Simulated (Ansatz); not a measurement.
Runs of Ansatz 0.2.0 on InP. The structure is cubic, space group F-43m (No. 216). The conventional cell has a = 5.861 Å, b = 5.861 Å, c = 5.861 Å, α = 90.00°, β = 90.00°, γ = 90.00°. Around In (site symmetry -43m) lie 4 P at 2.54 Å. P (site symmetry -43m) has 4 In at 2.54 Å as nearest neighbours. 

| task | level | cell | k mesh | smearing | q mesh | points for each segment of the path | atoms under strain | mesh quality | gap on the mesh (eV) | pressure (GPa) | relaxed volume (Å³/atom) |
| --- | --- | --- | --- | --- | --- | --- | --- | --- | --- | --- | --- |
| relaxation of cell and atoms | PBE0 | relaxed | 4 × 4 × 4 | fermi-dirac 0.05 eV | - | - | - | coarse | 2.07 | 0.0 | (b) |
| phonons | PBEsol | as given | 6 × 6 × 6 | fixed | 2 × 2 × 2 | 8 | - | not flagged | (a) | - | - |
| relaxation of cell and atoms | B3LYP | relaxed | 4 × 4 × 4 | fermi-dirac 0.05 eV | - | - | - | coarse | (c) | 0.0 | 26.85 |
| band structure | BLYP | as given | 8 × 8 × 8 | fermi-dirac 0.05 eV | - | 14 | - | not flagged | 0.60 | 6.7 | - |
| elastic constants | LDA | as given | 6 × 6 × 6 | fixed | - | - | relaxed | not flagged | 0.48 | -1.2 | - |

Alike in all rows: potentials or basis Ansatz PAW; no spin polarisation; cutoff (eV) 420.

Task: Estimate the missing entries.

Result: (a) 0.61; (b) 25.69; (c) 1.36.

Caveats: some runs use coarse meshes; spin-orbit coupling is left out, which moves the levels of the heavy elements; the PAW data sets come from PBE, with cores solved anew for the run's functional, which leaves a small shift of forces and pressure; the plane-wave basis is chosen anew once the cell has moved, so the energies of steps on either side of that aren't comparable (some runs).

A k mesh can miss the band edges, and the runs leave out spin-orbit coupling on In.

Runs at the PBE level aren't shown here.
